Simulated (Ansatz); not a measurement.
# In: a strain scan

This session takes In and sets out to see how energy and stress answer to the strain pattern (1, -1, 0, 0, 0, 0).

Program: Ansatz 0.2.0. Level of theory: DFT PBEsol, scalar-relativistic, plane waves, PAW. These are calculated values, not measurements.

### Step 1. The structure to begin with

The structure is tetragonal, space group I4/mmm (No. 139). Conventional cell: a = 3.252 Å, b = 3.252 Å, c = 4.948 Å, α = 90.00°, β = 90.00°, γ = 90.00°. Around In (site symmetry 4/mmm) lie 12 In at 3.25 to 3.38 Å.

Coordinates:

```cif
data_structure
_symmetry_space_group_name_H-M 'P 1'
_symmetry_Int_Tables_number 1
_cell_length_a 3.3777
_cell_length_b 3.3777
_cell_length_c 3.3777
_cell_angle_alpha 122.442
_cell_angle_beta 122.442
_cell_angle_gamma 85.820
_cell_volume 26.17
loop_
_atom_site_label
_atom_site_type_symbol
_atom_site_fract_x
_atom_site_fract_y
_atom_site_fract_z
_atom_site_occupancy
In1 In 0.00000 0.00000 0.00000 1
```

The cell is taken as given, not relaxed at this level.

### Step 2. The reference: the undisturbed cell on the scan's mesh

input.yaml

```yaml
crystal:
  lattice:
    - [-1.62615, 1.62615, 2.47395]
    - [1.62615, -1.62615, 2.47395]
    - [1.62615, 1.62615, -2.47395]
  atoms:
    - { symbol: In, position: [0.0, 0.0, 0.0] }
basis:
  ecutwfc: 420
kpoints:
  mp_grid: { grid: [20, 20, 20] }
hamiltonian:
  xc: pbesol
scf:
  occupations: { method: gaussian, width: 0.15 }
output:
  forces: true
  stress: true
  eigenvalues: true
```

### Step 3. Next: a strain scan

The cell is strained by ε times the Voigt pattern (1, -1, 0, 0, 0, 0) (xx, yy, zz, yz, xz, xy; engineering shear), with fractional coordinates fixed (clamped ions). The stress on the pattern is the sum of the stress components weighted by it, tension positive.

### Step 4. ε = -0.0200

Edit input.yaml of step 2 so:

```diff
@@ -2,5 +2,5 @@
   lattice:
-    - [-1.62615, 1.62615, 2.47395]
-    - [1.62615, -1.62615, 2.47395]
-    - [1.62615, 1.62615, -2.47395]
+    - [-1.593627, 1.658673, 2.47395]
+    - [1.593627, -1.658673, 2.47395]
+    - [1.593627, 1.658673, -2.47395]
   atoms:
```

### Step 5. Point ε = 0.0150

Edit input.yaml of step 4 so:

```diff
@@ -2,5 +2,5 @@
   lattice:
-    - [-1.593627, 1.658673, 2.47395]
-    - [1.593627, -1.658673, 2.47395]
-    - [1.593627, 1.658673, -2.47395]
+    - [-1.65054225, 1.60175775, 2.47395]
+    - [1.65054225, -1.60175775, 2.47395]
+    - [1.65054225, 1.60175775, -2.47395]
   atoms:
```

### Step 6. ε = -0.0100

Edit input.yaml of step 5 so:

```diff
@@ -2,5 +2,5 @@
   lattice:
-    - [-1.65054225, 1.60175775, 2.47395]
-    - [1.65054225, -1.60175775, 2.47395]
-    - [1.65054225, 1.60175775, -2.47395]
+    - [-1.6098885, 1.6424115, 2.47395]
+    - [1.6098885, -1.6424115, 2.47395]
+    - [1.6098885, 1.6424115, -2.47395]
   atoms:
```

### Step 7. ε = 0.0050

Edit input.yaml of step 6 so:

```diff
@@ -2,5 +2,5 @@
   lattice:
-    - [-1.6098885, 1.6424115, 2.47395]
-    - [1.6098885, -1.6424115, 2.47395]
-    - [1.6098885, 1.6424115, -2.47395]
+    - [-1.63428075, 1.61801925, 2.47395]
+    - [1.63428075, -1.61801925, 2.47395]
+    - [1.63428075, 1.61801925, -2.47395]
   atoms:
```

(Steps that only read results are left out.)

**Question.** What will these runs give? Wanted: slope of the stress at ε = 0, from the points at -0.0100, 0 and 0.0050.

As calculated:

| quantity | value |
| --- | --- |
| slope of the stress at ε = 0, from the points at -0.0100, 0 and 0.0050 | 24 GPa |

In words: The slope of the stress at zero strain, 24 GPa, estimates C11 + C22 − 2 C12 with clamped ions in this Cartesian frame. No sampled point lies below the undisturbed cell.
